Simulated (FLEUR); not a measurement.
# TiAl (P-6m2) in FLEUR: single point with PBE

Aim: the single point of TiAl with PBE.

Program: FLEUR MaX-R8.1 (later development tree). These are calculated values, not measurements. Logs are shortened: lines on timing, memory, paths and dates and some standing lists are left out, and cuts for length are marked.

### 1 The structure

The structure is hexagonal, space group P-6m2 (No. 187). Conventional cell: a = 2.867 Å, b = 2.867 Å, c = 4.678 Å, α = 90.00°, β = 90.00°, γ = 120.00°. Ti (site symmetry -6m2) has 6 Al at 2.87 Å and 6 Ti at 2.87 Å as nearest neighbours. Al (site symmetry -6m2) is surrounded by 6 Ti at 2.87 Å and 6 Al at 2.87 Å.

The cell comes from a database or a generator and needn't be the stable form of this composition.

### 2 Single point, PBE

Input file inp.xml:

```xml
<?xml version="1.0" encoding="UTF-8" standalone="no"?>
<fleurInput fleurInputVersion="0.39">
   <comment>
      TiAl                                                                                                
   </comment>
   <calculationSetup>
      <cutoffs Kmax="4.21" Gmax="13.0" GmaxXC="13.0" numbands="0"/>
      <scfLoop itmax="60" minDistance="0.00001" maxIterBroyd="15" imix="Anderson" alpha="0.05" precondParam="0.0" spinf="2.0" sdNocoIR="T"/>
      <coreElectrons ctail="T" frcor="F" kcrel="0" coretail_lmax="0"/>
      <xcFunctional name="pbe" relativisticCorrections="F"/>
      <magnetism jspins="1"/>
      <soc l_soc="F" theta="0.0" phi="0.0" spav="F"/>
      <expertModes spex="0" secvar="F"/>
      <geometryOptimization l_f="F" forcealpha="1.0" forcemix="BFGS" epsdisp="0.00001" epsforce="0.00001"/>
      <ldaU l_linMix="F" mixParam="0.05" spinf="1.0"/>
   </calculationSetup>
   <cell>
      <bzIntegration valenceElectrons="23.0" mode="hist" fermiSmearingEnergy="0.00183747">
         <kPointListSelection listName="default-1"/>
         <!-- k-points included here -->
         <xi:include xmlns:xi="http://www.w3.org/2001/XInclude" href="kpts.xml"> </xi:include>
      </bzIntegration>
      <!-- symmetry operations included here -->
      <xi:include xmlns:xi="http://www.w3.org/2001/XInclude" href="sym.xml"> </xi:include>
      <bulkLattice scale="1.0">
         <bravaisMatrix>
            <row-1>    5.4183403472121139     0.0000000000000000     0.0000000000000000</row-1>
            <row-2>   -2.7091701735115707     4.6924203869794052     0.0000000000000000</row-2>
            <row-3>    0.0000000000000000     0.0000000000000000     8.8402956581471415</row-3>
         </bravaisMatrix>
      </bulkLattice>
   </cell>
   <atomSpecies>
      <species name="Titanium (Ti)" element="Ti" atomicNumber="22">
         <mtSphere radius="2.48" gridPoints="829" logIncrement="0.015"/>
         <atomicCutoffs lmax="10" lnonsphr="10"/>
         <electronConfig flipSpins="F">
            <coreConfig>(1s1/2) (2s1/2) (2p1/2) (2p3/2)</coreConfig>
            <valenceConfig>(3s1/2) (3p1/2) (3p3/2) (4s1/2) (3d3/2) (3d5/2)</valenceConfig>
            <stateOccupation state="(3d3/2)" spinUp="0.400000" spinDown="0.400000"/>
            <stateOccupation state="(3d5/2)" spinUp="0.600000" spinDown="0.600000"/>
         </electronConfig>
         <energyParameters s="4" p="4" d="3" f="4"/>
         <lo type="SCLO" l="0" n="3" eDeriv="0"/>
         <lo type="SCLO" l="1" n="3" eDeriv="0"/>
         <lo type="SCLO" l="1" n="3" eDeriv="1"/>
         <lo type="SCLO" l="2" n="3" eDeriv="2"/>
         <lo type="SCLO" l="3" n="4" eDeriv="2"/>
      </species>
      <species name="Aluminum (Al)" element="Al" atomicNumber="13">
         <mtSphere radius="2.33" gridPoints="777" logIncrement="0.015"/>
         <atomicCutoffs lmax="9" lnonsphr="9"/>
         <electronConfig flipSpins="F">
            <coreConfig>(1s1/2)</coreConfig>
            <valenceConfig>(2s1/2) (2p1/2) (2p3/2) (3s1/2) (3p1/2) (3p3/2)</valenceConfig>
            <stateOccupation state="(3p1/2)" spinUp="0.166667" spinDown="0.166667"/>
            <stateOccupation state="(3p3/2)" spinUp="0.333333" spinDown="0.333333"/>
         </electronConfig>
         <energyParameters s="3" p="3" d="3" f="4"/>
         <lo type="SCLO" l="0" n="2" eDeriv="0"/>
         <lo type="SCLO" l="1" n="2" eDeriv="0"/>
         <lo type="SCLO" l="2" n="3" eDeriv="2"/>
         <lo type="SCLO" l="3" n="4" eDeriv="2"/>
      </species>
   </atomSpecies>
   <atomGroups>
      <atomGroup species="Titanium (Ti)">
         <relPos label="                   1">.0000000000 .0000000000 .0000000000</relPos>
         <force calculate="T" relaxXYZ="TTT"/>
      </atomGroup>
      <atomGroup species="Aluminum (Al)">
         <relPos label="                   2">1.000/3.000 -1.000/3.000 1.000/2.000</relPos>
         <force calculate="T" relaxXYZ="TTT"/>
      </atomGroup>
   </atomGroups>
   <output dos="F" band="F" slice="F">
      <checks vchk="F" cdinf="F"/>
      <bandDOS minEnergy="-.5*Htr" maxEnergy="0.5*Htr" sigma="0.015" storeEVData="T"/>
      <vacuumDOS vacdos="F" integ="F" star="F" nstars="0" locx1="0.0" locy1="0.0" locx2="0.0" locy2="0.0" nstm="0" tworkf="0.0"/>
      <unfoldingBand unfoldBand="F" supercellX="1" supercellY="1" supercellZ="1"/>
      <plotting iplot="0" polar="F">
         <plot TwoD="T" vec1="  1.0  0.0  0.0" vec2="  0.0  1.0  0.0" vec3="  0.0  0.0  1.0" zero="  0.0  0.0  0.0" file="plot"/>
      </plotting>
      <chargeDensitySlicing numkpt="0" minEigenval="0.0" maxEigenval="0.0" nnne="0" pallst="F"/>
      <specialOutput eonly="F"/>
      <moessbauerParams electricFieldGradient="T" isomerShift="T" coreHyperfine="T" valenceHyperfine="T"/>
      <magneticCircularDichroism mcd="F" energyLo="-10.0" energyUp="0.0"/>
   </output>
  <!-- We include the file relax.xml here to enable relaxations (see documentation) -->
  <xi:include xmlns:xi="http://www.w3.org/2001/XInclude" href="relax.xml"> <xi:fallback/> </xi:include>
</fleurInput>
```

Input file crystal.txt:

```
TiAl
&input cartesian=F /
2.8672622327  0.0000000000  0.0000000000
-1.4336311163  2.4831219328  0.0000000000
0.0000000000  0.0000000000  4.6780830000
1.8897261246
1.0 1.0 1.0

2
22 0.0000000000  0.0000000000  0.0000000000
13 0.3333333333  0.6666666667  0.5000000000

&kpt div1=11 div2=11 div3=6 gamma=T /
```

Potentials or basis: all-electron, FLAPW.

On the command line:

```console
> inpgen -f crystal.txt -profile fastHighL
> # inp.xml edited to the form shown
> fleur_MPI
```

The program printed:

```text
Welcome to FLEUR        (www.flapw.de)
      MaX-Release 8.1          (www.max-centre.eu)

 ========== k-point set info ==========
 Selected k-point list: default-1
 k-point list type: mesh
 11 x 11 x 6
 Number of k points: 64

 ------------Calculation Setup---------------------------
 Number of MPI-tasks      :            1
 Number of PE/node        :            1
 Number of OMP-threads    :            1
 Most efficient MPI parallelization for:
           1           2           4           8          16          32          64
 Additional eigenvalue parallelization possible
 Number of basis functions:          370
 Approximate size of matrices (H+S) per k-point:         0.004 GB
 --------------------------------------------------------
 Iteration:     1   Distance:       6.06840957 me/bohr^3
 Iteration:     2   Distance:       5.61620470 me/bohr^3
 Iteration:     3   Distance:       2.72289243 me/bohr^3
 Iteration:     4   Distance:       2.27153656 me/bohr^3
 Iteration:     5   Distance:       1.69117834 me/bohr^3
 Iteration:     6   Distance:       0.23563091 me/bohr^3
 Iteration:     7   Distance:       0.33003294 me/bohr^3
 Iteration:     8   Distance:       0.06250678 me/bohr^3
 Iteration:     9   Distance:       0.07613155 me/bohr^3
 Iteration:    10   Distance:       0.00537458 me/bohr^3
 Iteration:    11   Distance:       0.00489893 me/bohr^3
 Iteration:    12   Distance:       0.00088709 me/bohr^3
 Iteration:    13   Distance:       0.00039970 me/bohr^3
 Iteration:    14   Distance:       0.00037704 me/bohr^3
 Iteration:    15   Distance:       0.00001481 me/bohr^3
 Iteration:    16   Distance:       0.00001243 me/bohr^3
 Iteration:    17   Distance:       0.00000700 me/bohr^3

 ********************************************************************
 Run finished successfully
 Stop message:
   all done
 ********************************************************************
```

Run time: 88 s. Hardware: 1 thread of Arm Neoverse V2, shared host; peak memory 0.08 GiB.

What came out:

```yaml
Free_energy: -29841.6247 eV
Band_gap_on_the_k_mesh: none (metal or under the smearing width)
Valence_electrons_inside_the_program's_atomic_spheres: Ti 10.54; Al 9.51 (radii Ti 2.48, Al 2.33 bohr)
```

Core levels (eV from the Fermi level):
```csv
atom,levels
1 Ti,"1s1/2 -4861.8, 2s1/2 -530.7, 2p1/2 -441.9, 2p3/2 -436.1"
2 Al,1s1/2 -1505.2
```
